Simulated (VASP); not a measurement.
Wanted: the native input for a VASP 6.6.1 run.

- Task: single point
- Functional: r2SCAN
- Potentials or basis: VASP PAW PBE potentials, release 64 (H)
- Cutoff: 520 eV
- k mesh: 6 × 6 × 2
- Occupations: gaussian, width 0.02 eV
- Spin: no spin polarisation
- Dipole correction: no
- Further INCAR settings: ALGO = Normal; EDIFF = 1e-06; NBANDS = 10

Crystal: H.

```xyz
4
Lattice="1.6485 -2.7317 0.0000 1.6485 2.7317 0.0000 0.0000 0.0000 6.3138" Properties=species:S:1:pos:R:3 pbc="T T T"
H     1.6485   -0.3705    6.3107
H     1.6485    0.3705    0.0031
H     1.6485    0.3705    3.1538
H     1.6485   -0.3705    3.1599
```

These files were run (other wordings do the same):

POSCAR

```
H
1.0
    1.6485318600     -2.7316882300      0.0000000000
    1.6485318600      2.7316882300      0.0000000000
    0.0000000000      0.0000000000      6.3137686200
H
4
Direct
    0.5678085000      0.4321915000      0.9995149500
    0.4321915000      0.5678085000      0.0004850500
    0.4321915000      0.5678085000      0.4995149500
    0.5678085000      0.4321915000      0.5004850500
```

INCAR.step1

```
ALGO     = Normal         # electronic algorithm
EDIFF    = 1E-4           # SCF threshold, eV
ENCUT    = 520            # plane-wave cutoff, eV
GGA      = PE             # functional
ISMEAR   = 0              # smearing method
LASPH    = True           # aspherical terms in the spheres
LCHARG   = False          # write CHGCAR
LREAL    = False          # projectors in reciprocal space
LWAVE    = True           # write WAVECAR
NBANDS   = 10             # bands
NELM     = 100            # most SCF steps
PREC     = Accurate       # precision mode
SIGMA    = 0.02           # smearing width, eV
```

INCAR.step2

```
ALGO     = Normal         # electronic algorithm
EDIFF    = 1E-6           # SCF threshold, eV
ENCUT    = 520            # plane-wave cutoff, eV
ISIF     = 2              # what is computed and relaxed
ISMEAR   = 0              # smearing method
ISTART   = 1            
LASPH    = True           # aspherical terms in the spheres
LCHARG   = True           # write CHGCAR
LELF     = True           # ELF
LMIXTAU  = True         
LREAL    = False          # projectors in reciprocal space
LVHAR    = True         
LWAVE    = False          # write WAVECAR
METAGGA  = R2SCAN         # meta-GGA
NBANDS   = 10             # bands
NELM     = 100            # most SCF steps
PREC     = Accurate       # precision mode
SIGMA    = 0.02           # smearing width, eV
```

KPOINTS

```
k-points
0
Gamma
  6 6 2
```

Potentials or basis: VASP PAW PBE potentials, release 64 (H).

Command:

```console
$ cat potpaw_PBE.64/H/POTCAR > POTCAR
$ cp INCAR.step1 INCAR
$ mpirun -np 1 vasp_std > vasp.out
$ cp INCAR.step2 INCAR
$ mpirun -np 1 vasp_std > vasp.out
```

Results of the run:

```json
{"Pressure": "0.1 GPa", "Largest force": "0.010 eV/Å", "Band gap on the k mesh": "9.09 eV"}
```

Caveat: the k mesh is coarse (spacing up to 0.50 Å⁻¹), so the values aren't converged; the PAW data sets were made with another functional, which shifts forces and pressure a little.

Wall time 38 s on 1 thread of Intel(R) Xeon(R) Platinum 8375C CPU @ 2.90GHz (Ice Lake), with other jobs on the host, peak memory 0.16 GiB.
